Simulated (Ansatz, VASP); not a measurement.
CdSe in VASP and in Ansatz

File INCAR:

```
SYSTEM = CdSe
PREC = Accurate
ENCUT = 600
EDIFF = 1E-7
ISMEAR = 0
SIGMA = 0.02
LREAL = .False.
LASPH = .True.
NELM = 100
ALGO = Normal
ISIF = 3
LWAVE = .False.
LCHARG = .False.
GGA = PS
IBRION = 2
NSW = 80
EDIFFG = -0.01
```

KPOINTS

```
Automatic mesh
0
Gamma
  8 8 8
  0 0 0
```

The input POSCAR:

```
CdSe
1.0
    0.0000000000      2.9605872213      2.9605872213
    2.9605872213      0.0000000000      2.9605872213
    2.9605872213      2.9605872213      0.0000000000
Cd Se
1 1
Direct
    0.0000000000      0.0000000000      0.0000000000
    0.2500000000      0.2500000000      0.2500000000
```

Input for Ansatz:

```yaml
crystal:
  lattice:
    - [0.0, 2.9605872213, 2.9605872213]
    - [2.9605872213, 0.0, 2.9605872213]
    - [2.9605872213, 2.9605872213, 0.0]
  atoms:
    - { symbol: Cd, position: [0.0, 0.0, 0.0] }
    - { symbol: Se, position: [0.25, 0.25, 0.25] }
basis:
  ecutwfc: 420
kpoints:
  mp_grid: { grid: [8, 8, 8] }
hamiltonian:
  xc: pbesol
scf:
  occupations: { method: gaussian, width: 0.02 }
output:
  forces: true
  stress: true
  eigenvalues: true
relax:
  adjacent_minimum: "off"
  f_tol: 0.01
  max_steps: 60
  cell: { stress_tol: 0.1 }
```

Alike in both runs: task relaxation of cell and atoms; functional PBEsol; k mesh 8 × 8 × 8; occupations gaussian, width 0.02 eV; no spin polarisation.

|  | VASP | Ansatz |
| --- | --- | --- |
| version | VASP 6.6.1 | Ansatz 0.2.0 |
| potentials or method | VASP PAW PBE potentials, release 64 (Cd, Se) | scalar-relativistic, plane waves, PAW |
| plane-wave cutoff (eV) | 600 | 420 |
| valence electrons in the cell | 18 | 36 |

Ansatz gave:

| Property | Result |
| --- | --- |
| gap on the k mesh at the Fermi level, each at its own relaxed structure (eV) | 0.48 |
| relaxed volume (Å³/atom) | 28.17 |
| relaxed cell length with the largest relative difference (Å) | 4.303 |
| energy change over the relaxation (meV/atom) | -32 |

Task: Estimate VASP's values.

Result: gap on the k mesh at the Fermi level, each at its own relaxed structure (eV): 0.47; relaxed volume (Å³/atom): 28.28; relaxed cell length with the largest relative difference (Å): 4.308; energy change over the relaxation (meV/atom): -37.

The two sets of potentials don't hold the same shells in valence.

Caveats: the PAW data sets were made with another functional, which shifts forces and pressure a little (VASP).
